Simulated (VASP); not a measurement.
Si2W under changes of volume

One of the cells (13.129 Å³/atom); the others are scaled copies at fixed shape and fractional positions:

```
W Si
1.0
     4.55645    0.00000    0.00000
    -2.27823    3.94600    0.00000
     0.00000    0.00000    6.57213
W Si
3 6
Direct
  0.50000 0.00000 0.50000
  0.50000 0.50000 0.83333
  0.00000 0.50000 0.16667
  0.32763 0.16382 0.16667
  0.83618 0.16382 0.83333
  0.16382 0.32763 0.50000
  0.67237 0.83618 0.16667
  0.16382 0.83618 0.83333
  0.83618 0.67237 0.50000
```

Measurements of this composition are mostly on another form, of space group No. 139.

```yaml
Program: VASP 6.6.1
Functional: LDA
Potentials_or_basis: VASP PAW LDA potentials, release 64 (W_sv, Si)
Cutoff: 520 eV
k_mesh: 6 × 6 × 4
Occupations: gaussian, width 0.02 eV
Spin: no spin polarisation
```

```tsv
volume (Å³/atom)	energy over the lowest point (meV/atom)	pressure (GPa)	largest force (eV/Å)
12.604	17.20	10.8	0.027
12.867	4.18	5.1	0.013
13.129	0.00	0.0	0.002
13.392	3.75	-4.6	0.015
13.655	?	?	?
```

What does the run at 13.655 Å³/atom give?

Energy over the lowest point 14.61 meV/atom; pressure -8.7 GPa; largest force 0.028 eV/Å.

Worked out: A Birch-Murnaghan fit of order 2 (a polynomial in V^(-2/3)) to the other rows has its minimum at 13.13 Å³/atom with B0 = V·E''(V) = 242 GPa at fixed shape and positions, which overstates the stiffness. It gives 14.73 meV/atom at 13.655 Å³/atom, against the run's 14.61, and -dE/dV = -8.7 GPa, against -8.7.

Energies are extrapolated to zero smearing.
